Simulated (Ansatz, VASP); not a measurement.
Hf in VASP and in Ansatz

The input INCAR:

```
PREC = Accurate
ENCUT = 520
EDIFF = 1E-7
ISMEAR = -1
SIGMA = 0.1
LREAL = F
LASPH = T
NELM = 100
ALGO = Normal
ISIF = 2
LWAVE = F
LCHARG = T
GGA = PE
LELF = T
LVHAR = T
NBANDS = 17
```

The input KPOINTS:

```
regular mesh
0
Gamma
  12 12 7
```

The input POSCAR:

```
Hf
1.0
    1.6016142160     -2.7740771961      0.0000000000
    1.6016142159      2.7740771961      0.0000000000
    0.0000000000      0.0000000000      5.0729617522
Hf
2
Direct
    0.6666666670      0.3333333330      0.2500000000
    0.3333333330      0.6666666670      0.7500000000
```

Input for Ansatz:

```yaml
crystal:
  lattice:
    - [1.601614216, -2.7740771961, 0.0]
    - [1.6016142159, 2.7740771961, 0.0]
    - [0.0, 0.0, 5.0729617522]
  atoms:
    - { symbol: Hf, position: [0.666666667, 0.333333333, 0.25] }
    - { symbol: Hf, position: [0.333333333, 0.666666667, 0.75] }
kpoints:
  mp_grid: { grid: [12, 12, 7] }
scf:
  occupations: { method: fermi_dirac, width: 0.1 }
hamiltonian:
  xc: pbe
  pseudopotentials: { kind: paw }
output:
  forces: true
  stress: true
  eigenvalues: true
```

Alike in both runs: task single point; functional PBE; k mesh 12 × 12 × 7; occupations fermi-dirac, width 0.1 eV; no spin polarisation.

|  | VASP | Ansatz |
| --- | --- | --- |
| version | VASP 6.6.1 | Ansatz 0.2.0 |
| potentials or method | VASP PAW PBE potentials, release 64 (Hf_pv) | PAW with Ansatz's default frozen-core files, scalar-relativistic |
| plane-wave cutoff (eV) | 520 | 420 |
| valence electrons in the cell | 20 | 52 |

Ansatz gave:

| Item | Value |
| --- | --- |
| pressure (GPa) | 0.0 |
| largest component of the traceless stress (GPa) | 0.01 |

Estimate VASP's values.

pressure (GPa): -0.4; largest component of the traceless stress (GPa): 0.08.

The functional is the same, so the differences come from potentials, cutoffs and numerics. The two sets of potentials don't hold the same shells in valence.

The runs have no spin-orbit coupling, so splittings on Hf are missing.
